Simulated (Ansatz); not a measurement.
# Mg (omega type): the cost of one run

Method: DFT PBE, with the methods named in each step, in Ansatz 0.2.0.

2 further runs of the same task are left out: 1 that didn't finish, 1 set aside as unsound or not needed.

### Step 1. The system as given

The structure is hexagonal, space group P6/mmm (No. 191). The conventional cell has a = 5.103 Å, b = 5.103 Å, c = 3.099 Å, α = 90.00°, β = 90.00°, γ = 120.00°. Around Mg (site symmetry 6/mmm) lie 14 Mg at 3.10 to 3.33 Å. Mg (site symmetry -6m2) has 11 Mg at 2.95 to 3.33 Å as nearest neighbours.

As a file:

```
CELL_PARAMETERS angstrom
5.10263 0.00000 0.00000
-2.55131 4.41900 0.00000
0.00000 0.00000 3.09870
ATOMIC_POSITIONS crystal
Mg 0.00000 0.00000 0.00000
Mg 0.33333 0.66667 0.50000
Mg 0.66667 0.33333 0.50000
```

Whether this phase is the stable one at these pressures isn't tested.

Atoms are numbered in the order of the input: Mg1, Mg2, Mg3.

### Step 2. The reference volume, LAPW

Contents of input.yaml:

```yaml
crystal:
  lattice:
    - [5.1026261106, 0.0, 0.0]
    - [-2.5513130553, 4.4190038378, 0.0]
    - [0.0, 0.0, 3.0986983489]
  atoms:
    - { symbol: Mg, position: [0.0, 0.0, 0.0] }
    - { symbol: Mg, position: [0.3333333333, 0.6666666667, 0.5] }
    - { symbol: Mg, position: [0.6666666667, 0.3333333333, 0.5] }
kpoints:
  mp_grid: { grid: [7, 7, 10] }
  band_path:
    path:
      - [0.0, 0.0, 0.0]
      - [0.5, 0.0, 0.0]
      - [0.3333333333, 0.3333333333, 0.0]
      - [0.0, 0.0, 0.0]
      - [0.0, 0.0, 0.5]
      - [0.5, 0.0, 0.5]
      - [0.3333333333, 0.3333333333, 0.5]
      - [0.0, 0.0, 0.5]
      - [0.5, 0.0, 0.5]
    npoints: 14
scf:
  occupations: { method: fermi_dirac, width: 0.08 }
hamiltonian:
  xc: pbe
  pseudopotentials: { kind: all_electron, lapw: { basis_error: 0.001 } }
output:
  forces: true
  stress: true
  eigenvalues: true
  populations: true
  dos: { projected: true, de: 0.2, e_range: [-14, 8] }
```

Command:

```sh
> ansatz run input.yaml --threads 1 --pin off --max-ram 3072MiB --backend cpu --events-out ev --progress --plain --runs-dir out
```

Q: Estimate wall time and peak memory on 1 thread of Arm Neoverse V2, shared host.

About 7.9 s, with a peak of 0.24 GiB.
